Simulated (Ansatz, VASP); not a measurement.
# Two plane-wave programs on ZnO

INCAR

```
SYSTEM = ZnO
  ALGO = Normal
  EDIFF = 1E-7
  ENCUT = 520
  GGA = PS
  ISIF = 2
  ISMEAR = 0
  LASPH = .True.
  LCHARG = .False.
  LREAL = .False.
  LWAVE = .False.
  NBANDS = 26
  NELM = 80
  PREC = Accurate
  SIGMA = 0.05
```

KPOINTS

```
k-points
0
Gamma
  9 9 6
  0 0 0
```

File POSCAR:

```
ZnO
1.0
    3.2027414341      0.0000000000      0.0000000000
   -1.6013707170      2.7736554437      0.0000000000
    0.0000000000      0.0000000000      5.3075831045
Zn O
2 2
Direct
    0.3333333333      0.6666666667      0.0015754469
    0.6666666667      0.3333333333      0.5015754469
    0.3333333333      0.6666666667      0.3654345349
    0.6666666667      0.3333333333      0.8654345349
```

Input for Ansatz:

```yaml
crystal:
  lattice:
    - [3.2027414341, 0.0, 0.0]
    - [-1.601370717, 2.7736554437, 0.0]
    - [0.0, 0.0, 5.3075831045]
  atoms:
    - { symbol: Zn, position: [0.3333333333, 0.6666666667, 0.0015754469] }
    - { symbol: Zn, position: [0.6666666667, 0.3333333333, 0.5015754469] }
    - { symbol: O, position: [0.3333333333, 0.6666666667, 0.3654345349] }
    - { symbol: O, position: [0.6666666667, 0.3333333333, 0.8654345349] }
basis:
  ecutwfc: 520.0
kpoints:
  mp_grid: { grid: [9, 9, 6] }
hamiltonian:
  xc: pbesol
  pseudopotentials: { kind: paw, azcp: { folder: soft_1 } }
scf:
  occupations: { method: gaussian, width: 0.05 }
output:
  forces: true
  stress: true
  eigenvalues: true
```

Alike in both runs: task single point; functional PBEsol; k mesh 9 × 9 × 6; occupations gaussian, width 0.05 eV; no spin polarisation.

|  | VASP | Ansatz |
| --- | --- | --- |
| version | VASP 6.6.1 | Ansatz 0.2.0 |
| potentials or method | VASP PAW PBE potentials, release 64 (Zn, O) | scalar-relativistic, plane waves, PAW |
| plane-wave cutoff (eV) | 520 | 520 |
| valence electrons in the cell | 36 | 36 |

|  | VASP | Ansatz | Ansatz less VASP |
| --- | --- | --- | --- |
| gap on the k mesh at the Fermi level (eV) | 0.67 | 0.68 | +0.014 |
| least direct gap on the mesh (eV) | 0.67 | 0.68 | +0.014 |
| pressure (GPa) | 0.8 | -0.1 | -0.90 |
| largest component of the traceless stress (GPa) | 1.10 | 0.94 | -0.159 |
| rms of the force components (eV/Å) | 0.204 | 0.200 | -0.0047 |

Atom by atom the forces differ by 0.005 eV/Å (rms over components). With one functional, cell and mesh, what is left measures potentials, basis and numerics. Ansatz warned: «pseudo_functional_mismatch».

Caveats: the PAW data sets were made with another functional, which shifts forces and pressure a little (VASP).
